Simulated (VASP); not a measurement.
MnF2:

```
CELL_PARAMETERS angstrom
4.87380 0.00000 0.00000
0.00000 4.87380 0.00000
0.00000 0.00000 3.31070
ATOMIC_POSITIONS crystal
Mn 0.50000 0.50000 0.50000
Mn 0.00000 0.00000 0.00000
F 0.80530 0.19470 0.50000
F 0.69470 0.69470 0.00000
F 0.19470 0.80530 0.50000
F 0.30530 0.30530 0.00000
```

* Program: VASP 6.6.1
* Task: relaxation of cell and atoms
* Functional: PBE
* Potentials or basis: VASP PAW PBE potentials, release 64 (Mn, F)
* Cutoff: 580 eV
* k mesh: 5 × 5 × 6
* Occupations: fermi-dirac, width 0.05 eV
* Spin: collinear spin, ferromagnetic start
* Starting moments: [4.0, 4.0, 0.0, 0.0, 0.0, 0.0] μB

At the start: pressure 3.4 GPa; volume 13.11 Å³/atom.

Question: How do energy, volume and symmetry change on relaxing?

Answer: Over 7 steps the energy falls by 4.8 meV/atom and the volume is 13.60 Å³/atom (+3.7 %); space group P4_2/mnm (No. 136, to 0.05 Å); moment 10.00 μB per cell.

Step by step:
| step | energy change (eV) | largest force (eV/Å) | pressure (GPa) | volume (Å³) |
| --- | --- | --- | --- | --- |
| 1 | 0.0000 | 0.0404 | 3.35 | 78.64 |
| 2 | -0.0276 | 0.0161 | -0.44 | 81.81 |
| 3 | -0.0282 | 0.0095 | 0.03 | 81.39 |
| 4 | -0.0282 | 0.0105 | -0.10 | 81.44 |
| 5 | -0.0286 | 0.0075 | -0.03 | 81.48 |
| 6 | -0.0290 | 0.0053 | -0.08 | 81.60 |
| 7 | -0.0290 | 0.0050 | -0.03 | 81.59 |

Final structure:
```
CELL_PARAMETERS angstrom
4.94508 0.00000 0.00000
0.00000 4.94508 0.00000
0.00000 0.00000 3.33644
ATOMIC_POSITIONS crystal
Mn 0.50000 0.50000 0.50000
Mn 0.00000 0.00000 0.00000
F 0.80527 0.19473 0.50000
F 0.69473 0.69473 0.00000
F 0.19473 0.80527 0.50000
F 0.30527 0.30527 0.00000
```

Caveat: only a ferromagnetic start was run, and an antiferromagnetic order may lie lower in energy.
